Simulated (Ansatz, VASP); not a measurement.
**ZnS in two plane-wave programs**

Aim: how closely do two programs agree when they are given the same cell, functional and k mesh? Other levels of theory on this material are compared in a session of their own.

Main program and level: Ansatz 0.2.0; plane waves, with VASP 6.6.1 beside it; band structure at r2SCAN and band structure at BLYP.

The database entry behind the starting cell differs from later determinations by our own check (about 0.1 % short), so it need not match the best structure at ambient conditions.

## (1) The structure

The structure is cubic, space group F-43m (No. 216). Conventional cell: a = 5.404 Å, b = 5.404 Å, c = 5.404 Å, α = 90.00°, β = 90.00°, γ = 90.00°. Nearest to Zn lie 4 S at 2.34 Å. S has 4 Zn at 2.34 Å nearest. Farther neighbours and most contacts between anions are not listed.

## (2) Ansatz: band structure, r2SCAN

Ansatz runs on its default PAW (the set named soft_2) files.

The same path points are solved in both programs, so levels can be compared one by one.

input.yaml

```yaml
crystal:
  lattice:
    - [0.0, 2.702, 2.702]
    - [2.702, 0.0, 2.702]
    - [2.702, 2.702, 0.0]
  atoms:
    - { symbol: Zn, position: [0.25, 0.25, 0.25] }
    - { symbol: S, position: [0.0, 0.0, 0.0] }
hamiltonian:
  xc: r2scan
  pseudopotentials: { kind: paw }
kpoints:
  mp_grid: { grid: [5, 5, 5] }
  band_path:
    path:
      - [0.0, 0.0, 0.0]
      - [0.16667, 0.0, 0.16667]
      - [0.33333, 0.0, 0.33333]
      - [0.5, 0.0, 0.5]
      - [0.5, 0.08333, 0.58333]
      - [0.5, 0.18333, 0.68333]
      - [0.5, 0.25, 0.75]
      - [0.45, 0.3, 0.75]
      - [0.40833, 0.34167, 0.75]
      - [0.35, 0.35, 0.7]
      - [0.225, 0.225, 0.45]
      - [0.075, 0.075, 0.15]
      - [0.03333, 0.03333, 0.03333]
      - [0.23333, 0.23333, 0.23333]
      - [0.4, 0.4, 0.4]
      - [0.51667, 0.46667, 0.51667]
      - [0.55833, 0.38333, 0.55833]
      - [0.60833, 0.28333, 0.60833]
      - [0.60833, 0.25, 0.64167]
      - [0.55833, 0.25, 0.69167]
      - [0.51667, 0.25, 0.73333]
      - [0.5, 0.3, 0.7]
      - [0.5, 0.38333, 0.61667]
      - [0.5, 0.48333, 0.51667]
      - [0.475, 0.475, 0.55]
      - [0.425, 0.425, 0.65]
      - [0.38333, 0.38333, 0.73333]
      - [0.59167, 0.18333, 0.59167]
      - [0.55, 0.1, 0.55]
      - [0.5, 0.0, 0.5]
    npoints: 1
scf:
  occupations: { method: gaussian, width: 0.02 }
  n_extra_bands: 7
output:
  forces: true
  stress: true
  eigenvalues: true
  write_density: true
  write_potential: true
  elf: true
  volumetric_format: npy
```

Run with:

```console
> ansatz run input.yaml --threads 2 --pin off --max-ram 4608MiB --backend cpu --events-out ev --progress --plain --runs-dir out
```

Numbers of over 12 decimals in the logs are rounded to 6 here.

Output:

```text
scf.n_extra_bands = 7 over 9 filled bands (N_el = 18.0): the run solves 16 bands
Engine: ansatz 0.2.0, aarch64-unknown-linux-gnu
Pseudopotentials: kind: paw
Pseudopotential: Zn, paw, valence charge 12, recommended cutoff 500 eV (meta_gga), Zn.paw.azcp
Pseudopotential: S, paw, valence charge 6, recommended cutoff 500 eV (meta_gga), S.paw.azcp
Functional definition: r2SCAN
  parameter k0 = 0.174
  parameter k1 = 0.065
  parameter a1 = 4.9479
  exchange = r2scan_x(k0 = k0, k1 = k1, a1 = a1)
  correlation = r2scan_c
Crystal: 2 atoms, lattice volume = 39.454 Å³
Basis set: ecut = 500 eV, 965 PW (Γ), exchange–correlation on 120×120×120 points (64 copies of the dense FFT grid, shifted against one another)
Bands: 16, of which v1, the nominal top of the filled ones, is band 9 counted from 1 (8 counted from 0)
Symmetry: 24 space group operations
Space group: F-43m (ITA 216), of the structure as read, at distance tolerance 3.4e-5 Å
k-points: 10 of 125 (time reversal used)
Non-local potential: Zn, projectors of the file, l = 0: 2, l = 1: 2, l = 2: 3, l = 3: 1
Non-local potential: S, projectors of the file, l = 0: 2, l = 1: 2, l = 2: 2
PAW form: soft (Blöchl's): semilocal exchange-correlation on the pseudo side does not see the compensation charge
PAW frozen core: Zn, regenerated for the run's functional (the file was generated under x = pbe(κ = 0.804, μ = 0.219515), c = pbe(β = 0.066725))
PAW frozen core: S, regenerated for the run's functional (the file was generated under x = pbe(κ = 0.804, μ = 0.219515), c = pbe(β = 0.066725))
PAW one-centre angular grid: Zn, 590 points (default); XC on 261 of its mesh's 2673 points in the sphere
PAW one-centre angular grid: S, 302 points (default); XC on 160 Gauss nodes
Initial density: superposition of atomic densities (neutral atoms: chi_scale 0, normalization atom), corrected by the library's trained network
Initial wavefunctions: pseudopotential atomic-orbital guess
Functional: x = r2scan, c = r2scan; τ floored in thin density (d = 2e-4 eV/Å³)
SCF iter   1: F=—  HF=-4233.442200 eV  |F-HF|=—  |Δ(HF+E_count)|=         —  Δρ=1.56e-2  dr2=4.69e-2  dr2_τ=6.63e-3  ethr=1.77e-3  ⟨swp⟩=6.5  Hψ=990  notcnv=0
preconditioner: auto → none  [insulator: Δε(μ)=2.647 eV  Ē_g=15.688 eV  σ=0.020 eV  W_gap=1.00  n_scr=14 (ndim 8)  ℏωp=25.1 eV  f_vac=0.027  D(μ)=0.00/eV (n_scr^D=0)  ε∞_Penn≈3.6]
SCF iter   2: F=—  HF=-4233.444929 eV  |F-HF|=—  |Δ(HF+E_count)|=   2.73e-3  Δρ=4.57e-3  dr2=8.18e-3  dr2_τ=3.31e-4  ethr=2.60e-4  ⟨swp⟩=2.6  Hψ=375  notcnv=0  defer=23
SCF iter   3: F=—  HF=-4233.439816 eV  |F-HF|=—  |Δ(HF+E_count)|=   5.11e-3  Δρ=2.94e-3  dr2=1.40e-3  dr2_τ=8.71e-6  ethr=4.54e-5  ⟨swp⟩=2.4  Hψ=271  notcnv=0  defer=23
SCF iter   4: F=—  HF=-4233.440120 eV  |F-HF|=—  |Δ(HF+E_count)|=   3.04e-4  Δρ=1.63e-4  dr2=1.45e-5  dr2_τ=5.40e-7  ethr=7.79e-6  ⟨swp⟩=2.6  Hψ=327  notcnv=0  defer=23
SCF iter   5: F=—  HF=-4233.440119 eV  |F-HF|=—  |Δ(HF+E_count)|=   1.53e-6  Δρ=6.78e-5  dr2=1.54e-6  dr2_τ=2.96e-8  ethr=8.03e-8  ⟨swp⟩=2.1  Hψ=200  notcnv=0  defer=23
SCF iter   6: F=-4233.440119 eV  HF=-4233.440119 eV  |F-HF|=3.40e-9  |Δ(HF+E_count)|=   1.58e-7  Δρ=7.16e-6  dr2=1.46e-8  dr2_τ=1.72e-9  ethr=5.56e-10  ⟨swp⟩=10.5  Hψ=1172  notcnv=0
SCF 1 converged in 6 iterations: F = -4233.440119 eV  dr2 = 1.46e-8
  greatest PAW one-centre occupation: 0.983 electrons in one spin orbital (limit 2), on the Zn atom at site 0 (counted from 0), in its partial waves of l = 2
NSCF: frozen V_eff on 30 k-points
SCF converged after 6 iterations
Free energy (F): -4233.440119 eV
Harris-Foulkes:  -4233.440119 eV  (|F-HF|=3.40e-9)
Internal energy: -4233.440119 eV  (E = F + TS)
E sigma→0 (E₀):  -4233.440119 eV
Fermi energy:    6.846139 eV
--- Per-component energies (eV) ---
  E_band       = -2.492726
  E_kinetic    = 237.398919
  E_local      = -2046.674321  (includes V_loc(G=0)·N_el)
  E_nonlocal   = 646.683204
  E_hartree    = 858.533684
  E_xc         = -215.679614
  E_vxc        = -148.075407  (∫ρ·V_xc dr)
  E_paw        = -2460.030257  (= ΣΔE_a)
  E_vpaw       = -416.218083  (= ΣTr[D̂ρ^β])
  E_aug_tail   = -0.000055  (compensation charges beyond the density's cutoff)
  E_vtau       = 7.326766  (kinetic-family band-sum trace: ∫τ·v_τ [+ j·A + Jᵃ·Aᵃ] dr)
  E_ewald      = -1253.379294
  E_core_change = -0.292385  (= ΣΔE_core)
  E_smearing   = -0.000000  (= −TS)
  E_closure    = 0.000000  (closes the sum)
  Σ components = -4233.440119   (vs F -4233.440119, Δ=0.00e0)
--- Forces (eV/Å), atoms counted from 1 ---
  atom   1  Zn    -0.00000000     0.00000000    -0.00000000
  atom   2  S      0.00000000    -0.00000000    -0.00000000
  max |Σ_I F_I| component: 3.70e-17 eV/Å
--- Stress (GPa, compression-positive) ---
       -0.568135       0.000000      -0.000000
        0.000000      -0.568135       0.000000
       -0.000000       0.000000      -0.568135
  P = ⅓ Tr σ = -0.5681 GPa (-5.681 kbar)
--- Band table (eV; the first three rows and the last of 10) ---
  k-point 0: bands = [... 5 lower, -0.4501, 5.5148, 5.5148, 5.5148, 8.1773, 12.3832, 12.3832, 12.3832, ... 3 higher]
  k-point 1: bands = [... 5 lower, -0.4511, 3.3711, 5.1743, 5.1743, 9.4160, 12.5304, 12.9041, 12.9041, ... 3 higher]
  k-point 2: bands = [... 5 lower, -0.4278, 0.8215, 4.7002, 4.7002, 9.3768, 12.9405, 12.9405, 14.5306, ... 3 higher]
  k-point 9: bands = [... 5 lower, -0.2155, 1.0449, 2.6345, 3.4284, 11.3527, 11.7203, 13.2109, 15.9522, ... 3 higher]
```

Run time: 3.8 s. Hardware: 2 threads of Arm Neoverse N1, shared host; peak memory 0.4 GiB; 7 s of CPU time.

In the SCF lines HF is the Harris–Foulkes energy and dr2 the Hartree energy of the density residual, in eV; the loop may stop once dr2 is under the threshold and the program's other checks hold. Hψ counts applications of the Hamiltonian.

## (3) VASP: band structure, r2SCAN

The same cell, functional, mesh and smearing now go to VASP, with its own data sets and cutoff.

Lines of VASP's logs that name or quote its potential files are left out, and so is its time.

INCAR

```
SYSTEM = ZnS
PREC = Accurate
ENCUT = 400
EDIFF = 1E-06
NELM = 100
ISMEAR = 0
SIGMA = 0.02
LREAL = .FALSE.
ALGO = Normal
METAGGA = R2SCAN
LASPH = .TRUE.
NBANDS = 21
LORBIT = 11
LWAVE = .FALSE.
LCHARG = .FALSE.
KPAR = 4
```

POSCAR

```
ZnS
1.0
    0.0000000000      2.7020000000      2.7020000000
    2.7020000000      0.0000000000      2.7020000000
    2.7020000000      2.7020000000      0.0000000000
Zn S
1 1
Direct
    0.2500000000      0.2500000000      0.2500000000
    0.0000000000      0.0000000000      0.0000000000
```

KPOINTS

```
Automatic mesh
0
Gamma
5 5 5
0 0 0
```

KPOINTS_OPT

```
Line mode
16
Line-mode
Reciprocal
  0.00000000   0.00000000   0.00000000 GAMMA
  0.50000000   0.00000000   0.50000000 X

  0.50000000   0.00000000   0.50000000 X
  0.50000000   0.25000000   0.75000000 W

  0.50000000   0.25000000   0.75000000 W
  0.37500000   0.37500000   0.75000000 K

  0.37500000   0.37500000   0.75000000 K
  0.00000000   0.00000000   0.00000000 GAMMA

  0.00000000   0.00000000   0.00000000 GAMMA
  0.50000000   0.50000000   0.50000000 L

  0.50000000   0.50000000   0.50000000 L
  0.62500000   0.25000000   0.62500000 U

  0.62500000   0.25000000   0.62500000 U
  0.50000000   0.25000000   0.75000000 W

  0.50000000   0.25000000   0.75000000 W
  0.50000000   0.50000000   0.50000000 L

  0.50000000   0.50000000   0.50000000 L
  0.37500000   0.37500000   0.75000000 K

  0.62500000   0.25000000   0.62500000 U
  0.50000000   0.00000000   0.50000000 X
```

The projector-augmented-wave data sets are Zn and S (PBE family, release 64).

Run with:

```console
> mpirun -np 4 vasp_std
```

Output:

```text
[banner, memory and clock lines left out]
running    4 mpi-ranks, on    1 nodes
 distrk:  each k-point on    1 cores,    4 groups
 distr:  one band on    1 cores,    1 groups

 POSCAR found type information on POSCAR ZnS
 POSCAR found :  2 types and       2 ions
|                                                                             |
|               ----> ADVICE to this user running VASP <----                  |
|                                                                             |
|     You enforced a specific xc type in the INCAR file but a different       |
|     [... a line on the potential file left out ...]
|     I HOPE YOU KNOW WHAT YOU ARE DOING!                                     |
|                                                                             |

 LDA part: xc-table for (None), standard interpolation
 POSCAR, INCAR and KPOINTS ok, starting setup
 FFT: planning ... GRIDC
 FFT: planning ... GRID_SOFT
 FFT: planning ... GRID
 WAVECAR not read
 entering main loop
       N       E                     dE             d eps       ncg     rms          rms(c)
DAV:   1     0.767696771756E+02    0.76770E+02   -0.67326E+03   428   0.859E+02
DAV:   2    -0.143138677800E+02   -0.91084E+02   -0.82609E+02   450   0.222E+02
DAV:   3    -0.218383868555E+02   -0.75245E+01   -0.74424E+01   485   0.586E+01
DAV:   4    -0.219265682580E+02   -0.88181E-01   -0.88120E-01   485   0.643E+00
DAV:   5    -0.219269754713E+02   -0.40721E-03   -0.40720E-03   483   0.434E-01    0.706E+00
DAV:   6    -0.188671139395E+02    0.30599E+01   -0.10898E+00   440   0.283E+01    0.629E+00
DAV:   7    -0.188342895391E+02    0.32824E-01   -0.33410E-01   507   0.791E+00    0.371E+00
DAV:   8    -0.188491620216E+02   -0.14872E-01   -0.31934E-02   480   0.136E+00    0.117E+00
DAV:   9    -0.188504023359E+02   -0.12403E-02   -0.34842E-03   504   0.111E+00    0.154E-01
DAV:  10    -0.188505513738E+02   -0.14904E-03   -0.88115E-04   450   0.270E-01    0.102E-01
DAV:  11    -0.188505425390E+02    0.88349E-05   -0.48422E-05   524   0.134E-01    0.501E-02
DAV:  12    -0.188505824347E+02   -0.39896E-04   -0.49149E-05   460   0.487E-02    0.171E-02
DAV:  13    -0.188505805116E+02    0.19230E-05   -0.12293E-06   510   0.861E-03    0.107E-02
DAV:  14    -0.188505821371E+02   -0.16254E-05   -0.36186E-07   285   0.156E-02    0.322E-03
DAV:  15    -0.188505833940E+02   -0.12570E-05   -0.11572E-07   255   0.620E-03    0.268E-03
DAV:  16    -0.188505833865E+02    0.75365E-08   -0.38439E-08   240   0.296E-03
   1 F= -.18850583E+02 E0= -.18850583E+02  d E =-.108181E-35
 Start KPOINTS_OPT (optional k-point list driver)
k-point batch [1-10\160]
       N       E                     dE             ncg
DAV:   1     0.421197929029E+03   -0.88789E+03      420
DAV:   2    -0.535328207023E+03   -0.95653E+03      460
DAV:   3    -0.616207316758E+03   -0.80879E+02      465
DAV:   4    -0.617075966741E+03   -0.86865E+00      490
DAV:   5    -0.617079977744E+03   -0.40110E-02      503
DAV:   6    -0.617080006719E+03   -0.28976E-04      501
DAV:   7    -0.617080006953E+03   -0.23361E-06      428
[...]
k-point batch [151-160\160]
       N       E                     dE             ncg
DAV:   1     0.278790460551E+03   -0.57553E+04      420
DAV:   2    -0.640396450158E+03   -0.91919E+03      441
DAV:   3    -0.710371586730E+03   -0.69975E+02      529
DAV:   4    -0.711143135879E+03   -0.77155E+00      470
DAV:   5    -0.711146300592E+03   -0.31647E-02      498
DAV:   6    -0.711146325138E+03   -0.24546E-04      485
DAV:   7    -0.711146325365E+03   -0.22697E-06      431
```

From OUTCAR (step 3):

```text
ion  position               nearest neighbor table
   1  0.250  0.250  0.250-   2 2.34   2 2.34   2 2.34   2 2.34
   2  0.000  0.000  0.000-   1 2.34   1 2.34   1 2.34   1 2.34

  LATTYP: Found a face centered cubic cell.
 ALAT       =     5.4040000000

 Subroutine GETGRP returns: Found 24 space group operations
 (whereof 24 operations were pure point group operations)

The static configuration has the point symmetry T_d .

 Found     10 irreducible k-points:

   k-points           NKPTS =     10   k-points in BZ     NKDIM =     10   number of bands    NBANDS=     21

   dimension x,y,z NGX =    28 NGY =   28 NGZ =   28
   dimension x,y,z NGXF=    56 NGYF=   56 NGZF=   56

   ENCUT  =  400.0 eV  29.40 Ry    5.42 a.u.   6.23  6.23  6.23*2*pi/ulx,y,z

   NELECT =      18.0000    total number of electrons

 k-points in reciprocal lattice and weights: Automatic mesh
   0.00000000  0.00000000  0.00000000       0.008
   0.20000000  0.00000000  0.00000000       0.064
   0.40000000  0.00000000  0.00000000       0.064
   0.20000000  0.20000000  0.00000000       0.048
   0.40000000  0.20000000  0.00000000       0.192
  -0.40000000  0.20000000  0.00000000       0.192
  -0.20000000  0.20000000  0.00000000       0.096
   0.40000000  0.40000000  0.00000000       0.048
  -0.40000000  0.40000000  0.00000000       0.096
  -0.40000000  0.40000000  0.20000000       0.192

 average (electrostatic) potential at core
       1 -41.7756       2 -91.5860

 E-fermi :   2.0102

 k-point     1 :       0.0000    0.0000    0.0000
  band No.  band energies     occupation
    ...
      5      -4.1173      2.00000
      6      -4.1173      2.00000
      7       1.8374      2.00000
      8       1.8374      2.00000
      9       1.8375      2.00000
     10       4.5083      0.00000
     11       8.7348      0.00000
     12       8.7350      0.00000
     13       8.7350      0.00000
     14      14.1385      0.00000
    ...

 k-point     2 :       0.2000    0.0000    0.0000
  band No.  band energies     occupation
    ...
      5      -4.1184      2.00000
      6      -4.1184      2.00000
      7      -0.3062      2.00000
      8       1.4972      2.00000
      9       1.4972      2.00000
     10       5.7472      0.00000
     11       8.8787      0.00000
     12       9.2584      0.00000
     13       9.2586      0.00000
     14      13.2553      0.00000
    ...

 k-point     3 :       0.4000    0.0000    0.0000
  band No.  band energies     occupation
    ...
      5      -4.0960      2.00000
      6      -4.0960      2.00000
      7      -2.8548      2.00000
      8       1.0237      2.00000
      9       1.0238      2.00000
     10       5.7068      0.00000
     11       9.2930      0.00000
     12       9.2932      0.00000
     13      10.8715      0.00000
     14      14.3529      0.00000
    ...

  Total       -0.2092246     -0.2092246     -0.2092246      0.0000000      0.0000000      0.0000000
  in kB       -8.4964467     -8.4964467     -8.4964467      0.0000000      0.0000000      0.0000000
  external PRESSURE =      -8.4964467 kB  Pullay stress =       0.0000000 kB

  energy-cutoff  :      400.00
  volume of cell :       39.45
      direct lattice vectors                 reciprocal lattice vectors
     0.000000000  2.702000000  2.702000000    -0.185048113  0.185048113  0.185048113
     2.702000000  0.000000000  2.702000000     0.185048113 -0.185048113  0.185048113
     2.702000000  2.702000000  0.000000000     0.185048113  0.185048113 -0.185048113

 POSITION                                       TOTAL-FORCE (eV/Angst)
 -----------------------------------------------------------------------------------
      1.35100      1.35100      1.35100         0.000000      0.000000      0.000000
      0.00000      0.00000      0.00000        -0.000000     -0.000000     -0.000000
 -----------------------------------------------------------------------------------
    total drift:                               -0.000012     -0.000012     -0.000012

  FREE ENERGIE OF THE ION-ELECTRON SYSTEM (eV)
  ---------------------------------------------------
  free  energy   TOTEN  =       -18.8505833865 eV

  energy  without entropy=      -18.8505833865  energy(sigma->0) =      -18.85058339

 total charge
# of ion       s       p       d       tot
------------------------------------------
    1        0.499   0.474   9.817  10.790
    2        1.301   2.466   0.000   3.768
--------------------------------------------------
tot          1.800   2.941   9.817  14.558

[... 3 further parts left out ...]
```

The run ends at a pressure of -0.85 GPa.

## (4) Comparison

Known differences besides the potentials themselves: VASP keeps PBE cores, Ansatz makes them for the functional; the cutoff is 500 eV in Ansatz and 400 eV in VASP. Total energies have different zeros and are not compared.

Compared:

```csv
quantity,Ansatz,VASP,difference
pressure (GPa),-0.57,-0.85,+0.28
gap over the path points (eV),2.663,2.671,-0.008
```

Levels at points of the path, from each program's valence-band top (eV; 4 filled, then empty):

```csv
k (reciprocal lattice),Ansatz,VASP
0.000 0.000 0.000,-5.96 0.00 0.00 0.00 2.66 6.87 6.87,-5.96 0.00 0.00 0.00 2.67 6.90 6.90
0.167 0.000 0.167,-5.95 -1.54 -0.68 -0.68 4.34 5.73 7.97,-5.93 -1.54 -0.68 -0.68 4.35 5.75 8.01
0.333 0.000 0.333,-5.91 -3.50 -1.79 -1.79 4.29 4.91 10.00,-5.90 -3.50 -1.79 -1.79 4.30 4.92 10.03
0.500 0.000 0.500,-5.75 -4.62 -2.28 -2.28 3.72 4.47 11.73,-5.74 -4.62 -2.28 -2.28 3.72 4.48 11.76
0.500 0.083 0.583,-5.70 -4.62 -2.42 -2.42 4.13 4.86 10.95,-5.69 -4.62 -2.42 -2.42 4.14 4.87 10.99
0.500 0.183 0.683,-5.59 -4.63 -2.73 -2.71 5.42 6.03 9.25,-5.59 -4.63 -2.73 -2.71 5.43 6.05 9.28
0.500 0.250 0.750,-5.56 -4.64 -2.81 -2.79 6.03 6.58 8.44,-5.56 -4.64 -2.81 -2.79 6.04 6.60 8.47
0.450 0.300 0.750,-5.59 -4.65 -3.04 -2.37 5.43 6.47 8.80,-5.58 -4.65 -3.04 -2.36 5.44 6.49 8.84
0.408 0.342 0.750,-5.61 -4.67 -3.16 -1.98 4.71 6.43 9.57,-5.61 -4.67 -3.16 -1.98 4.72 6.45 9.61
0.350 0.350 0.700,-5.64 -4.68 -3.25 -1.69 4.70 6.89 9.55,-5.63 -4.68 -3.25 -1.69 4.71 6.91 9.60
```

Among the levels compared at these points, filled levels agree within 10 meV and empty ones within 50 meV.

## (5) Ansatz: band structure, BLYP

The same path points are solved in both programs, so levels can be compared one by one.

input.yaml, as its differences from that of step 2:

```diff
@@ -9,3 +9,3 @@
 hamiltonian:
-  xc: r2scan
+  xc: blyp
   pseudopotentials: { kind: paw }
@@ -53,5 +53 @@
   eigenvalues: true
-  write_density: true
-  write_potential: true
-  elf: true
-  volumetric_format: npy
```

Run with:

```console
> ansatz run input.yaml --threads 2 --pin off --max-ram 4608MiB --backend cpu --events-out ev --progress --plain --runs-dir out
```

Output:

```text
[...]
Crystal: 2 atoms, lattice volume = 39.454 Å³
Basis set: ecut = 420 eV, 749 PW (Γ), exchange–correlation on 54×54×54 points (8 copies of the dense FFT grid, shifted against one another)
Bands: 16, of which v1, the nominal top of the filled ones, is band 9 counted from 1 (8 counted from 0)
Symmetry: 24 space group operations
[...]
k-points: 10 of 125 (time reversal used)
[...]
k-point 0: bands = [... 5 lower, 0.1998, 6.1557, 6.1557, 6.1557, 8.2433, 12.5665, 12.5665, 12.5665, ... 3 higher]
  k-point 1: bands = [... 5 lower, 0.1988, 4.0107, 5.8265, 5.8265, 9.5044, 12.7308, 13.0699, 13.0699, ... 3 higher]
  k-point 2: bands = [... 5 lower, 0.2216, 1.5519, 5.3706, 5.3706, 9.5017, 13.1708, 13.1708, 14.7218, ... 3 higher]
  k-point 9: bands = [... 5 lower, 0.4426, 1.7328, 3.3868, 4.1526, 11.6635, 11.8681, 13.4474, 16.1099, ... 3 higher]
[key lines of the parts left out:]
SCF converged after 6 iterations
Free energy (F): -4236.792343 eV
Fermi energy:    7.199588 eV
P = ⅓ Tr σ = 5.4788 GPa (54.788 kbar)
```

Run time: 1.8 s. Hardware: 2 threads; peak memory 0.28 GiB.

[end of part 1 of 2]

[Lines on the potential files, build, host, timing and source positions are cut from VASP's logs without a mark.]

[Logs are printed without paths, hosts, clocks, repeated set-up lines and the standing remarks that a program may print on its own settings, such as how far it seeks lower states.]

[Hosts, paths, dates, database ids (printed as entryN), source tags and the programs' standing remarks are cut or masked in the printed files.]
